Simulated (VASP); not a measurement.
# InAs (F-43m) in VASP: notebook

Runs on InAs. Level: PBE. Tasks: single point.

Program: VASP 6.6.1. These are calculated values, not measurements. Logs are shortened: lines on timing, memory, paths and dates and some standing lists are left out, and cuts for length are marked.

**Measured values to compare with.**

A printed reference work, data compilation reports, for a bulk crystal of InAs at 4.2 K: band gap 0.418 eV (direct).

The results are compared with them further down.

### Step 1. The cell of the first run

The structure is cubic, space group F-43m (No. 216). Conventional cell: a = 6.124 Å, b = 6.124 Å, c = 6.124 Å, α = 90.00°, β = 90.00°, γ = 90.00°. Within 3.5 Å of In (site symmetry -43m) lie 4 As at 2.65 Å. As (site symmetry -43m) has 4 In at 2.65 Å within 3.5 Å.

### Step 2. Single point, PBE (volume scaled by 0.97)

INCAR reads:

```
SYSTEM = InAs
PREC = Accurate ; ENCUT = 520
EDIFF = 1E-7 ; ISMEAR = 0
SIGMA = 0.1 ; LREAL = .False.
LASPH = .True. ; NELM = 100
ALGO = Normal ; ISIF = 2
LWAVE = .False. ; LCHARG = .False.
GGA = PE ; NBANDS = 16
```

KPOINTS reads:

```
regular mesh
0
Gamma
  12 12 12
  0 0 0
```

POSCAR reads:

```
InAs
1.0
    0.0000000000      3.0619172599      3.0619172599
    3.0619172599      0.0000000000      3.0619172599
    3.0619172599      3.0619172599      0.0000000000
In As
1 1
Direct
    0.0000000000      0.0000000000      0.0000000000
    0.2500000000      0.2500000000      0.2500000000
```

Potentials or basis: VASP PAW PBE potentials, release 64 (In_d, As).

The run is started by

```
cat potpaw_PBE.64/In_d/POTCAR potpaw_PBE.64/As/POTCAR > POTCAR
mpirun -np 1 vasp_std > vasp.out
```

OUTCAR:

```text
SYSTEM = InAs
   PREC = Accurate
   ENCUT = 520
   EDIFF = 1E-7
   ISMEAR = 0
   LREAL = .False.
   LASPH = .True.
   NELM = 100
   ISIF = 2
   GGA = PE

 ion  position               nearest neighbor table
   1  0.000  0.000  0.000-   2 2.65   2 2.65   2 2.65   2 2.65
   2  0.250  0.250  0.250-   1 2.65   1 2.65   1 2.65   1 2.65

  LATTYP: Found a face centered cubic cell.
 ALAT       =     6.1238345198

  Lattice vectors:

 A1 = (   0.0000000000,   3.0619172599,   3.0619172599)
 A2 = (   3.0619172599,   0.0000000000,   3.0619172599)
 A3 = (   3.0619172599,   3.0619172599,   0.0000000000)

Analysis of symmetry for initial positions (statically):
=====================================================================
 Subroutine PRICEL returns:
 Original cell was already a primitive cell.

 Routine SETGRP: Setting up the symmetry group for a
 face centered cubic supercell.

 Subroutine GETGRP returns: Found 24 space group operations
 (whereof 24 operations were pure point group operations)
 out of a pool of 48 trial point group operations.

The static configuration has the point symmetry T_d .

Analysis of symmetry for dynamics (positions and initial velocities):
=====================================================================
 Subroutine PRICEL returns:
 Original cell was already a primitive cell.

 Routine SETGRP: Setting up the symmetry group for a
 face centered cubic supercell.

 Subroutine GETGRP returns: Found 24 space group operations
 (whereof 24 operations were pure point group operations)
 out of a pool of 48 trial point group operations.

The dynamic configuration has the point symmetry T_d .

 Subroutine INISYM returns: Found 24 space group operations
 (whereof 24 operations are pure point group operations),
 and found     1 'primitive' translations

----------------------------------------------------------------------------------------

                                     Primitive cell

  volume of cell :      57.4130

  direct lattice vectors                    reciprocal lattice vectors
     0.000000000  3.061917260  3.061917260    -0.163296379  0.163296379  0.163296379
     3.061917260  0.000000000  3.061917260     0.163296379 -0.163296379  0.163296379
     3.061917260  3.061917260  0.000000000     0.163296379  0.163296379 -0.163296379

  length of vectors
     4.330204916  4.330204916  4.330204916     0.282837624  0.282837624  0.282837624

  position of ions in fractional coordinates (direct lattice)
     0.000000000  0.000000000  0.000000000
     0.250000000  0.250000000  0.250000000

  ion indices of the primitive-cell ions
   primitive index   ion index
                 1           1
                 2           2

----------------------------------------------------------------------------------------

 KPOINTS: regular mesh

Automatic generation of k-mesh.
 Grid dimensions read from file:
 generate k-points for:   12   12   12

 Generating k-lattice:

  Cartesian coordinates                     Fractional coordinates (reciprocal lattice)
    -0.013608032  0.013608032  0.013608032     0.083333333  0.000000000  0.000000000
     0.013608032 -0.013608032  0.013608032     0.000000000  0.083333333  0.000000000
     0.013608032  0.013608032 -0.013608032     0.000000000  0.000000000  0.083333333

  Length of vectors
     0.023569802  0.023569802  0.023569802

  Shift w.r.t. Gamma in fractional coordinates (k-lattice)
     0.000000000  0.000000000  0.000000000

 Subroutine IBZKPT returns following result:
 ===========================================

 Found     72 irreducible k-points:

 Following reciprocal coordinates:
            Coordinates               Weight
  0.000000  0.000000  0.000000      1.000000
  0.083333  0.000000  0.000000      8.000000
  0.166667  0.000000  0.000000      8.000000
  0.250000  0.000000  0.000000      8.000000
  0.333333  0.000000  0.000000      8.000000
  0.416667  0.000000  0.000000      8.000000
[... 16 lines left out ...]
  0.500000  0.166667  0.000000     24.000000
 -0.416667  0.166667  0.000000     24.000000
 [... further k-points ...]
   k-points           NKPTS =     72   k-points in BZ     NKDIM =     72   number of bands    NBANDS=     16
   number of dos      NEDOS =    301   number of ions     NIONS =      2
   total plane-waves  NPLWV =  32768
   dimension x,y,z NGX =    32 NGY =   32 NGZ =   32
   dimension x,y,z NGXF=    64 NGYF=   64 NGZF=   64
   ions per type =               1   1
   NGX,Y,Z   is equivalent  to a cutoff of  12.29, 12.29, 12.29 a.u.
   NGXF,Y,Z  is equivalent  to a cutoff of  24.57, 24.57, 24.57 a.u.
 SYSTEM =  InAs
   PREC   = accura    normal or accurate (medium, high low for compatibility)
   ISTART =      0    job   : 0-new  1-cont  2-samecut
   ICHARG =      2    charge: 1-file 2-atom 10-const
   ISPIN  =      1    spin polarized calculation?
   LNONCOLLINEAR =      F non collinear calculations
   LSORBIT =      F    spin-orbit coupling
   LASPH  =      T    aspherical Exc in radial PAW
   ENCUT  =  520.0 eV  38.22 Ry    6.18 a.u.   8.05  8.05  8.05*2*pi/ulx,y,z
   NELM   =    100;   NELMIN=  2; NELMDL= -5     # of ELM steps
   EDIFF  = 0.1E-06   stopping-criterion for ELM
   LREAL  =      F    real-space projection
   EDIFFG = 0.1E-05   stopping-criterion for IOM
   NSW    =      0    number of steps for IOM
   IBRION =     -1    ionic relax: 0-MD 1-quasi-New 2-CG
   NFREE  =      0    steps in history (QN), initial steepest desc. (CG)
   ISIF   =      2    stress and relaxation
   ISYM   =      2    0-nonsym 1-usesym 2-fastsym
   POTIM  = 0.5000    time-step for ionic-motion
   TEBEG  =    0.0;   TEEND  =   0.0 temperature during run
   PSTRESS=    0.0 pullay stress
   NELECT =      18.0000    total number of electrons
   NUPDOWN=      -1.0000    fix difference up-down
   EMIN   =  10.00;   EMAX   =-10.00  energy-range for DOS
   EFERMI =   0.00;   METHOD = LEGACY
   ISMEAR =     0;   SIGMA  =   0.10  broadening in eV -4-tet -1-fermi 0-gaus
   EFERMI_NEDOS =   21; number of points for ismear=-14 and -15
   IALGO  =     38    algorithm
   IMIX   =      4    mixing-type and parameters
     AMIX     =   0.40;   BMIX     =  1.00
     AMIX_MAG =   1.60;   BMIX_MAG =  1.00
  volume/ion in A,a.u.               =      28.71       193.72
  Fermi-wavevector in a.u.,A,eV,Ry     =   1.112147  2.101653 16.828653  1.236871
  Thomas-Fermi vector in A             =   2.248718
   LORBIT       =      0    0 simple, 1 ext, 2 COOP (PROOUT), +10 PAW based schemes
   GGA     = PE    functional components
   LHFCALC =     F    Hartree Fock is set to
   AEXX    =    0.0000 exact exchange contribution
   IVDW    =     0    specifies the selected vdW correction
   LEPSILON=     F    determine dielectric tensor
   LRPA    =     F    only Hartree local field effects (RPA)
 non-spin polarized calculation
 Gauss-broadening in eV      SIGMA  =   0.10
  energy-cutoff  :      520.00
  volume of cell :       57.41
 maximum number of plane-waves:      1572
   NGX = 17   NGY = 17   NGZ = 17

 number of electron      17.9999999 magnetization

 Free energy of the ion-electron system (eV)
  ---------------------------------------------------
  ext. energy  EPLUGINS =         0.00000000
  ---------------------------------------------------
  free energy    TOTEN  =        -7.71030010 eV

  energy without entropy =       -7.71014453  energy(sigma->0) =       -7.71022232

 E-fermi :   4.1941     XC(G=0):  -8.9279

 val. band max:        4.1314683534   @ k =   0.0000   0.0000   0.0000
 cond. band min:       4.8392671850   @ k =   0.0833   0.0000   0.0000
 fundamental gap:      0.7077988316
 Fermi energy:         4.1940706937

 k-point     1 :       0.0000    0.0000    0.0000
  band No.  band energies     occupation
      1     -10.1866      2.00000
      2     -10.1866      2.00000
      3     -10.1866      2.00000
      4     -10.0758      2.00000
      5     -10.0758      2.00000
      6      -7.4916      2.00000
[... 8 lines left out ...]
     15      13.7152      0.00000
     16      13.7152      0.00000

 k-point     2 :       0.0833    0.0000    0.0000
  band No.  band energies     occupation
      1     -10.1944      2.00000
      2     -10.1843      2.00000
      3     -10.1843      2.00000
      4     -10.0759      2.00000
      5     -10.0759      2.00000
      6      -7.4240      2.00000
[... 8 lines left out ...]
     15      13.1707      0.00000
     16      13.1707      0.00000

 k-point     3 :       0.1667    0.0000    0.0000
  band No.  band energies     occupation
      1     -10.2151      2.00000
      2     -10.1781      2.00000
      3     -10.1781      2.00000
      4     -10.0758      2.00000
      5     -10.0758      2.00000
      6      -7.2286      2.00000
[... 8 lines left out ...]
     15      12.6815      0.00000
     16      12.6815      0.00000

 k-point     4 :       0.2500    0.0000    0.0000
  band No.  band energies     occupation
      1     -10.2419      2.00000
      2     -10.1705      2.00000
      3     -10.1705      2.00000
      4     -10.0747      2.00000
      5     -10.0747      2.00000
      6      -6.9299      2.00000
[... 8 lines left out ...]
     15      12.6404      0.00000
     16      12.6404      0.00000

 k-point     5 :       0.3333    0.0000    0.0000
  band No.  band energies     occupation
      1     -10.2676      2.00000
      2     -10.1641      2.00000
      3     -10.1641      2.00000
      4     -10.0724      2.00000
      5     -10.0724      2.00000
      6      -6.5781      2.00000
[... 8 lines left out ...]
     15      13.1296      0.00000
     16      13.1296      0.00000

 k-point     6 :       0.4167    0.0000    0.0000
  band No.  band energies     occupation
      1     -10.2856      2.00000
      2     -10.1602      2.00000
      3     -10.1602      2.00000
      4     -10.0699      2.00000
      5     -10.0699      2.00000
      6      -6.2674      2.00000
[... 8 lines left out ...]
     15      14.0185      0.00000
     16      14.0185      0.00000

 k-point     7 :       0.5000    0.0000    0.0000
  band No.  band energies     occupation
      1     -10.2921      2.00000
      2     -10.1590      2.00000
      3     -10.1590      2.00000
      4     -10.0687      2.00000
      5     -10.0687      2.00000
      6      -6.1367      2.00000
[... 8 lines left out ...]
     15      14.7441      0.00000
     16      14.7441      0.00000

 k-point     8 :       0.0833    0.0833    0.0000
  band No.  band energies     occupation
      1     -10.1996      2.00000
      2     -10.1821      2.00000
      3     -10.1821      2.00000
      4     -10.0775      2.00000
      5     -10.0745      2.00000
      6      -7.4015      2.00000
[... 8 lines left out ...]
     15      12.5094      0.00000
     16      13.7899      0.00000

 k-point     9 :       0.1667    0.0833    0.0000
  band No.  band energies     occupation
      1     -10.2166      2.00000
      2     -10.1770      2.00000
      3     -10.1759      2.00000
      4     -10.0791      2.00000
      5     -10.0732      2.00000
      6      -7.2488      2.00000
[... 8 lines left out ...]
     15      12.8292      0.00000
     16      13.4541      0.00000
[... 172 lines left out ...]
 k-point    19 :       0.1667    0.1667    0.0000
  band No.  band energies     occupation
      1     -10.2327      2.00000
      2     -10.1694      2.00000
      3     -10.1694      2.00000
      4     -10.0827      2.00000
      5     -10.0709      2.00000
      6      -7.1415      2.00000
[... 8 lines left out ...]
     15      13.3930      0.00000
     16      14.0116      0.00000

 k-point    20 :       0.2500    0.1667    0.0000
  band No.  band energies     occupation
      1     -10.2537      2.00000
      2     -10.1623      2.00000
      3     -10.1611      2.00000
      4     -10.0855      2.00000
      5     -10.0686      2.00000
      6      -6.9191      2.00000
[... 8 lines left out ...]
     15      13.9631      0.00000
     16      14.0759      0.00000

 k-point    21 :       0.3333    0.1667    0.0000
  band No.  band energies     occupation
      1     -10.2746      2.00000
      2     -10.1570      2.00000
      3     -10.1536      2.00000
      4     -10.0860      2.00000
      5     -10.0667      2.00000
      6      -6.6124      2.00000
[... 8 lines left out ...]
     15      14.0904      0.00000
     16      14.1627      0.00000

 k-point    22 :       0.4167    0.1667    0.0000
  band No.  band energies     occupation
      1     -10.2913      2.00000
      2     -10.1540      2.00000
      3     -10.1488      2.00000
      4     -10.0836      2.00000
      5     -10.0657      2.00000
      6      -6.2824      2.00000
[... 8 lines left out ...]
     15      14.1186      0.00000
     16      14.7777      0.00000

 k-point    23 :       0.5000    0.1667    0.0000
  band No.  band energies     occupation
      1     -10.3005      2.00000
      2     -10.1530      2.00000
      3     -10.1471      2.00000
      4     -10.0793      2.00000
      5     -10.0668      2.00000
      6      -6.0361      2.00000
[... 8 lines left out ...]
     15      14.3993      0.00000
     16      14.8506      0.00000

 k-point    24 :      -0.4167    0.1667    0.0000
  band No.  band energies     occupation
      1     -10.3003      2.00000
      2     -10.1534      2.00000
      3     -10.1485      2.00000
      4     -10.0751      2.00000
      5     -10.0703      2.00000
      6      -5.9980      2.00000
[... 8 lines left out ...]
     15      13.7169      0.00000
     16      14.1505      0.00000

 [... further k-points ...]

------------------------ aborting loop because EDIFF is reached ----------------------------------------

  FORCE on cell =-STRESS in cart. coord.  units (eV):
  Direction    XX          YY          ZZ          XY          YZ          ZX
  --------------------------------------------------------------------------------------
  -------------------------------------------------------------------------------------
  Total        0.5912730      0.5912730      0.5912730     -0.0000000     -0.0000000      0.0000000
  in kB       16.5001655     16.5001655     16.5001655     -0.0000000     -0.0000000      0.0000000
  external PRESSURE =      16.5001655 kB  Pullay stress =       0.0000000 kB

 VOLUME and BASIS-vectors are now :
 -----------------------------------------------------------------------------
  energy-cutoff  :      520.00
  volume of cell :       57.41
      direct lattice vectors                 reciprocal lattice vectors
     0.000000000  3.061917260  3.061917260    -0.163296379  0.163296379  0.163296379
     3.061917260  0.000000000  3.061917260     0.163296379 -0.163296379  0.163296379
     3.061917260  3.061917260  0.000000000     0.163296379  0.163296379 -0.163296379

 POSITION                                       TOTAL-FORCE (eV/Angst)
 -----------------------------------------------------------------------------------
      0.00000      0.00000      0.00000         0.000000      0.000000      0.000000
      1.53096      1.53096      1.53096        -0.000000     -0.000000     -0.000000
 -----------------------------------------------------------------------------------
    total drift:                               -0.000000     -0.000000     -0.000000

  FREE ENERGIE OF THE ION-ELECTRON SYSTEM (eV)
  ---------------------------------------------------
  free  energy   TOTEN  =        -7.7103001045 eV

  energy  without entropy=       -7.7101445327  energy(sigma->0) =       -7.71022232
```

Run time: 47 s. Hardware: 1 thread of Intel Xeon Platinum 8488C (Sapphire Rapids), shared host; peak memory 0.22 GiB.

What came out:

- Free energy: -7.7103 eV
- Pressure: 1.7 GPa
- Band gap on the k mesh: zero (filled and empty bands touch)

Levels at points of the mesh, in eV from the Fermi level:
```
           k point  band 5  band 6  band 7  band 8  band 9  band 10  band 11  band 12  band 13  band 14
(0.00, 0.00, 0.00)  -14.27  -11.69   -0.45   -0.06   -0.06    -0.06     3.83     3.83     3.83     7.32
(0.50, 0.00, 0.00)  -14.26  -10.33   -5.64   -1.00   -1.00     0.81     4.59     4.59     6.74     8.78
(0.50, 0.50, 0.00)  -14.25   -9.83   -5.74   -2.26   -2.26     1.55     1.99     8.88     8.95     8.95
```

Caveat: the cell differs from its parent crystal (volume scaled by 0.97); spin-orbit coupling is left out, which moves the levels of the heavy elements.

### Step 3. Single point, PBE

INCAR reads:

```
PREC = Accurate ; ENCUT = 520
EDIFF = 1E-6 ; ISMEAR = 0
SIGMA = 0.1 ; LREAL = False
LASPH = True ; NELM = 80
ALGO = Normal ; ISIF = 2
LWAVE = False ; LCHARG = False
GGA = PE ; NBANDS = 16
```

KPOINTS reads:

```
Automatic mesh
0
Gamma
  12 12 12
```

POSCAR reads:

```
InAs
1.0
    0.0000000000      3.1237908444      3.1237908444
    3.1237908444      0.0000000000      3.1237908444
    3.1237908444      3.1237908444      0.0000000000
In As
1 1
Direct
    0.0000000000      0.0000000000      0.0000000000
    0.2500000000      0.2500000000      0.2500000000
```

Potentials or basis: VASP PAW PBE potentials, release 64 (In_d, As).

The run is started by

```
cat potpaw_PBE.64/In_d/POTCAR potpaw_PBE.64/As/POTCAR > POTCAR
mpirun -np 1 vasp_std > vasp.out
```

Wall time 62 s (1 thread of Intel Xeon Platinum 8488C (Sapphire Rapids), shared host); peak memory 0.24 GiB.

Results (log left out):

| Item | Value |
| --- | --- |
| Free energy | -7.7129 eV |
| Pressure | -1.3 GPa |
| Band gap on the k mesh | zero (filled and empty bands touch) |

Levels at points of the mesh, in eV from the Fermi level:
```tsv
k point	band 6	band 7	band 8	band 9	band 10	band 11	band 12	band 13
(0.00, 0.00, 0.00)	-11.34	-0.76	-0.07	-0.07	-0.07	3.79	3.79	3.79
(0.50, 0.00, 0.00)	-10.16	-5.37	-0.92	-0.92	0.68	4.54	4.54	6.63
(0.50, 0.50, 0.00)	-9.72	-5.51	-2.08	-2.08	1.63	1.96	8.51	8.53
```

Caveat: spin-orbit coupling is left out, which moves the levels of the heavy elements.

### Step 4. Single point, PBE

This run uses another cell than the first one, of 30.48 Å³/atom, 1.062 times its volume.

INCAR reads:

```
SYSTEM = InAs
PREC = Accurate ; ENCUT = 520
EDIFF = 1E-7 ; ISMEAR = 0
SIGMA = 0.1 ; LREAL = .FALSE.
LASPH = .TRUE. ; NELM = 100
ALGO = Normal ; ISIF = 2
LWAVE = .FALSE. ; LCHARG = .FALSE.
GGA = PE ; NBANDS = 16
```

KPOINTS reads:

```
Automatic mesh
0
G
  12 12 12
  0 0 0
```

POSCAR is that of step 3.

The run is started by

```
cat potpaw_PBE.64/In_d/POTCAR potpaw_PBE.64/As/POTCAR > POTCAR
mpirun -np 1 vasp_std > vasp.out
```

It took 97 s on 1 thread of Intel Xeon Platinum 8488C (Sapphire Rapids), shared host; peak memory 0.24 GiB.

The run converged. Its results:

```
Free energy            : -7.7129 eV
Pressure               : -1.3 GPa
Band gap on the k mesh : zero (filled and empty bands touch)
```

Levels at points of the mesh, in eV from the Fermi level:
```
           k point  band 5  band 6  band 7  band 8  band 9  band 10  band 11  band 12  band 13  band 14
(0.00, 0.00, 0.00)  -14.20  -11.34   -0.76   -0.07   -0.07    -0.07     3.79     3.79     3.79     7.11
(0.50, 0.00, 0.00)  -14.20  -10.16   -5.37   -0.92   -0.92     0.68     4.54     4.54     6.63     8.49
(0.50, 0.50, 0.00)  -14.18   -9.72   -5.51   -2.08   -2.08     1.63     1.96     8.51     8.53     8.53
```

Caveat: spin-orbit coupling is left out, which moves the levels of the heavy elements.

### Step 5. Comparison with measurements

Step 4. Against the measured gap of InAs, 0.418 eV (direct; 4.2 K; a printed reference work, data compilation), the calculated 0.00 eV is off by -0.42 eV. Spin-orbit coupling on As, In is left out. The value is that of PBE on a finite k mesh, which can miss the band edges, without temperature or zero-point motion. Semilocal functionals fall short of measured gaps as a rule.
